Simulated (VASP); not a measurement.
# KF (F-43m) in VASP: settings compared, part 2 of 2

VASP 6.6.1. The steps go on from the part before.

## Step 4: Single point, PBE (epitaxial_xy strain +4.0%)

File INCAR:

```
SYSTEM = KF
PREC = Accurate
ENCUT = 520
EDIFF = 1E-6
ISMEAR = -1
SIGMA = 0.02
LREAL = .FALSE.
LASPH = .TRUE.
NELM = 80
ALGO = Normal
ISIF = 2
LWAVE = .FALSE.
LCHARG = .TRUE.
GGA = PE
LELF = .TRUE.
LVHAR = .TRUE.
NBANDS = 15
```

File KPOINTS:

```
Automatic mesh
0
G
  8 8 8
  0 0 0
```

File POSCAR:

```
KF
1.0
    0.0000000000      3.0528174649      2.6762066247
    3.0528174649      0.0000000000      2.6762066247
    3.0528174649      3.0528174649      0.0000000000
K F
1 1
Direct
    0.0000000000      0.0000000000      0.0000000000
    0.2500000000      0.2500000000      0.2500000000
```

Potentials or basis: VASP PAW PBE potentials, release 64 (K_sv, F).

The run is started by

```
$ cat potpaw_PBE.64/K_sv/POTCAR potpaw_PBE.64/F/POTCAR > POTCAR
$ mpirun -np 1 vasp_std > vasp.out
```

OUTCAR:

```text
SYSTEM = KF
   PREC = Accurate
   ENCUT = 520
   EDIFF = 1E-6
   ISMEAR = -1
   LREAL = .FALSE.
   LASPH = .TRUE.
   NELM = 80
   ISIF = 2
   GGA = PE

 ion  position               nearest neighbor table
   1  0.000  0.000  0.000-   2 2.54   2 2.54   2 2.54   2 2.54
   2  0.250  0.250  0.250-   1 2.54   1 2.54   1 2.54   1 2.54

  LATTYP: Found a body centered tetragonal cell.
 ALAT       =     4.3173358623
 C/A-ratio  =     1.2397490999

  Lattice vectors:

 A1 = (   0.0000000000,  -3.0528174649,  -2.6762066247)
 A2 = (   0.0000000000,   3.0528174649,  -2.6762066247)
 A3 = (   3.0528174649,   0.0000000000,   2.6762066247)

Analysis of symmetry for initial positions (statically):
=====================================================================
 Subroutine PRICEL returns:
 Original cell was already a primitive cell.

 Routine SETGRP: Setting up the symmetry group for a
 body centered tetragonal supercell.

 Subroutine GETGRP returns: Found  8 space group operations
 (whereof  8 operations were pure point group operations)
 out of a pool of 16 trial point group operations.

The static configuration has the point symmetry D_2d.

Analysis of symmetry for dynamics (positions and initial velocities):
=====================================================================
 Subroutine PRICEL returns:
 Original cell was already a primitive cell.

 Routine SETGRP: Setting up the symmetry group for a
 body centered tetragonal supercell.

 Subroutine GETGRP returns: Found  8 space group operations
 (whereof  8 operations were pure point group operations)
 out of a pool of 16 trial point group operations.

The dynamic configuration has the point symmetry D_2d.

 Subroutine INISYM returns: Found  8 space group operations
 (whereof  8 operations are pure point group operations),
 and found     1 'primitive' translations

----------------------------------------------------------------------------------------

                                     Primitive cell
[... 120 lines left out ...]
   LEPSILON=     F    determine dielectric tensor
   LRPA    =     F    only Hartree local field effects (RPA)
 non-spin polarized calculation
  energy-cutoff  :      520.00
  volume of cell :       49.88
 maximum number of plane-waves:      1364
   NGX = 15   NGY = 15   NGZ = 17

 number of electron      15.9999992 magnetization

 Free energy of the ion-electron system (eV)
  ---------------------------------------------------
  ext. energy  EPLUGINS =         0.00000000
  ---------------------------------------------------
  free energy    TOTEN  =        -8.11768249 eV

  energy without entropy =       -8.11768249  energy(sigma->0) =       -8.11768249

 E-fermi :  -3.1500     XC(G=0):  -7.0816

 val. band max:       -3.6011954471   @ k =   0.5000   0.0000   0.5000
 cond. band min:       1.5692717554   @ k =   0.0000   0.0000   0.0000
 fundamental gap:      5.1704672025
 Fermi energy:        -3.1499544824

 k-point     1 :       0.0000    0.0000    0.0000
  band No.  band energies     occupation
      1     -29.8019      2.00000
      2     -22.1474      2.00000
      3     -13.2155      2.00000
      4     -13.1947      2.00000
      5     -13.1947      2.00000
      6      -3.8150      2.00000
      7      -3.8150      2.00000
      8      -3.8123      2.00000
      9       1.5693      0.00000
     10       7.6369      0.00000
     11       8.0428      0.00000
     12       8.0428      0.00000
     13       8.5197      0.00000
     14       8.9293      0.00000
[... 401 lines left out ...]
      2     -22.2160      2.00000
      3     -13.3273      2.00000
      4     -13.2473      2.00000
      5     -13.1978      2.00000
      6      -3.9219      2.00000
      7      -3.7735      2.00000
      8      -3.6955      2.00000
      9       3.4896      0.00000
     10       6.1185      0.00000
     11       7.3001      0.00000
     12       8.0430      0.00000
     13       9.1777      0.00000
     14       9.3320      0.00000
     15      10.8768      0.00000

 [... further k-points ...]

------------------------ aborting loop because EDIFF is reached ----------------------------------------

  FORCE on cell =-STRESS in cart. coord.  units (eV):
  Direction    XX          YY          ZZ          XY          YZ          ZX
  --------------------------------------------------------------------------------------
  -------------------------------------------------------------------------------------
  Total        0.3462375      0.3462375      0.2865016      0.0000000      0.0000000      0.0000000
  in kB       11.1207307     11.1207307      9.2020857      0.0000000      0.0000000      0.0000000
  external PRESSURE =      10.4811824 kB  Pullay stress =       0.0000000 kB

 VOLUME and BASIS-vectors are now :
 -----------------------------------------------------------------------------
  energy-cutoff  :      520.00
  volume of cell :       49.88
      direct lattice vectors                 reciprocal lattice vectors
     0.000000000  3.052817465  2.676206625    -0.163783130  0.163783130  0.186831613
     3.052817465  0.000000000  2.676206625     0.163783130 -0.163783130  0.186831613
     3.052817465  3.052817465  0.000000000     0.163783130  0.163783130 -0.186831613

 POSITION                                       TOTAL-FORCE (eV/Angst)
 -----------------------------------------------------------------------------------
      0.00000      0.00000      0.00000         0.000000      0.000000      0.000000
      1.52641      1.52641      1.33810        -0.000000     -0.000000     -0.000000
 -----------------------------------------------------------------------------------
    total drift:                                0.000001      0.000001      0.000001

  FREE ENERGIE OF THE ION-ELECTRON SYSTEM (eV)
  ---------------------------------------------------
  free  energy   TOTEN  =        -8.1176824912 eV

  energy  without entropy=       -8.1176824912  energy(sigma->0) =       -8.11768249
```

stdout:

```text
POSCAR found type information on POSCAR K F
 POSCAR found :  2 types and       2 ions
 scaLAPACK will be used
 LDA part: xc-table for (Slater+PW92), standard interpolation
 POSCAR, INCAR and KPOINTS ok, starting setup
 FFT: planning ... GRIDC
 FFT: planning ... GRID_SOFT
 FFT: planning ... GRID
 WAVECAR not read
 entering main loop
```

Run time: 39 s. Hardware: 1 thread of Intel Xeon Platinum 8488C (Sapphire Rapids), shared host; peak memory 0.19 GiB.

Results:

| Quantity | Value |
| --- | --- |
| Free energy | -8.1177 eV |
| Pressure | 1.0 GPa |
| Band gap on the k mesh | 5.17 eV, indirect (least direct gap 5.38 eV) |

Stress tensor (GPa, compression positive):
```
1.11 0.00 0.00
0.00 1.11 0.00
0.00 0.00 0.92
```

A k mesh can miss the band edges.

## Step 5: Single point, r2SCAN (epitaxial_xy strain +4.0%)

POSCAR is that of step 4.

File INCAR.step1:

```
PREC = Accurate
ENCUT = 520
ISMEAR = 0
SIGMA = 0.01
LREAL = F
LASPH = T
NELM = 80
NBANDS = 15
GGA = PE
ALGO = Normal
EDIFF = 1E-4
LWAVE = T
LCHARG = F
```

File INCAR.step2:

```
PREC = Accurate
ENCUT = 520
EDIFF = 1E-6
ISMEAR = 0
SIGMA = 0.01
LREAL = F
LASPH = T
NELM = 80
ALGO = Normal
ISIF = 2
LWAVE = F
LCHARG = T
METAGGA = R2SCAN
LMIXTAU = T
LELF = T
LVHAR = T
NBANDS = 15
ISTART = 1
```

File KPOINTS:

```
Automatic mesh
0
Gamma
  8 8 8
```

The run is started by

```
$ cat potpaw_PBE.64/K_sv/POTCAR potpaw_PBE.64/F/POTCAR > POTCAR
$ cp INCAR.step1 INCAR
$ mpirun -np 1 vasp_std > vasp.out
$ cp INCAR.step2 INCAR
$ mpirun -np 1 vasp_std > vasp.out
```

Wall time 2.1 min (1 thread of Intel Xeon Platinum 8488C (Sapphire Rapids), shared host); peak memory 0.19 GiB.

The run converged. Its results:

| Quantity | Value |
| --- | --- |
| Free energy | -14.7063 eV |
| Pressure | 0.1 GPa |
| Band gap on the k mesh | 5.76 eV, indirect (least direct gap 5.97 eV) |

Stress tensor (GPa, compression positive):
```
 0.14  0.00  0.00
 0.00  0.14  0.00
 0.00  0.00 -0.03
```

Levels at points of the mesh, in eV from the valence-band top:
```tsv
k point	band 5	band 6	band 7	band 8	band 9	band 10	band 11	band 12
(0.00, 0.00, 0.00)	-9.85	-0.21	-0.21	-0.21	5.76	12.10	12.49	12.49
(0.50, 0.00, 0.00)	-9.87	-0.28	-0.14	-0.11	8.64	9.91	11.35	12.11
(0.50, 0.50, 0.00)	-9.94	-0.43	-0.03	-0.03	9.09	9.13	13.65	13.65
(0.50, 0.00, 0.50)	-9.86	-0.46	-0.02	0.00	8.78	8.80	13.01	13.67
```

Caveat: the PAW data sets were made with another functional, which shifts forces and pressure a little. A k mesh can miss the band edges.

## Step 6: Summary

| level | cell | smearing | gap on the mesh (eV) | pressure (GPa) |
| --- | --- | --- | --- | --- |
| PBE | as given | fermi-dirac 0.02 eV | 5.16 | 0.9 |
| r2SCAN | as given | gaussian 0.01 eV | 5.74 | 0.0 |
| PBE | epitaxial_xy strain +4.0% | fermi-dirac 0.02 eV | 5.17 | 1.0 |
| r2SCAN | epitaxial_xy strain +4.0% | gaussian 0.01 eV | 5.76 | 0.1 |

Alike in all rows: task single point; potentials or basis VASP PAW PBE potentials, release 64 (K_sv, F); no spin polarisation; k mesh 8 × 8 × 8; cutoff (eV) 520.

Caveats: the PAW data sets were made with another functional, which shifts forces and pressure a little (some runs).

Absolute energies hang on the potentials; compare differences alone.
